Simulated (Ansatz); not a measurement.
## Relaxation of ZnCu

Level of theory: DFT PBEsol, scalar-relativistic, plane waves, PAW in Ansatz. Settings: 420 eV cutoff, 14×14×14 k-mesh, Gaussian smearing of 0.10 eV, no spin polarisation.

What was changed in ZnNi: Ni → Cu on all its sites, cell and atoms relaxed.

Command:

```bash
ansatz run input.yaml --threads 1 --pin off --max-ram 2560MiB --backend cpu --events-out ev --progress --plain --runs-dir out
```

Input:

```yaml
crystal:
  lattice:
    - [2.9029199243, 0.0, 0.0]
    - [0.0, 2.9029199243, 0.0]
    - [0.0, 0.0, 2.9029199243]
  atoms:
    - { symbol: Zn, position: [0.5, 0.5, 0.5] }
    - { symbol: Cu, position: [0.0, 0.0, 0.0] }
basis:
  ecutwfc: 420
kpoints:
  mp_grid: { grid: [14, 14, 14] }
hamiltonian:
  xc: pbesol
scf:
  occupations: { method: gaussian, width: 0.1 }
output:
  forces: true
  stress: true
  eigenvalues: true
relax:
  adjacent_minimum: "off"
  f_tol: 0.01
  max_steps: 60
  cell: { stress_tol: 0.1 }
```

F is the free energy. Steps run on the plane waves of an earlier cell, but the last one, and at times one on the way, on a freshly chosen basis, so a repeated geometry can differ a little in energy.

Steps:

```json
{"step": "1", "F − F(1) (eV)": "0.0000", "largest force component (eV/Å)": "0.000", "V (Å³/atom)": "12.231", "P (GPa)": "0.73"}
{"step": "2", "F − F(1) (eV)": "-0.0002", "largest force component (eV/Å)": "0.000", "V (Å³/atom)": "12.268", "P (GPa)": "0.32"}
{"step": "3", "F − F(1) (eV)": "-0.0002", "largest force component (eV/Å)": "0.000", "V (Å³/atom)": "12.296", "P (GPa)": "0.00"}
{"step": "4", "F − F(1) (eV)": "-0.0003", "largest force component (eV/Å)": "0.000", "V (Å³/atom)": "12.296", "P (GPa)": "0.00"}
```

Relaxed structure:

```yaml
crystal:
  lattice:
    - [2.90799, 0.00000, 0.00000]
    - [0.00000, 2.90799, 0.00000]
    - [0.00000, 0.00000, 2.90799]
  atoms:
    - { symbol: Zn, position: [0.50000, 0.50000, 0.50000] }
    - { symbol: Cu, position: [0.00000, 0.00000, 0.00000] }
```

The structure is cubic, space group Pm-3m (No. 221). Conventional cell: a = 2.908 Å, b = 2.908 Å, c = 2.908 Å, α = 90.00°, β = 90.00°, γ = 90.00°. Zn (site symmetry m-3m) is surrounded by 8 Cu at 2.52 Å. Cu (site symmetry m-3m) has 8 Zn at 2.52 Å as nearest neighbours.

The run converged. The run took 14 s on 1 thread of Arm Neoverse V1, on a shared host, peak memory 0.35 GiB.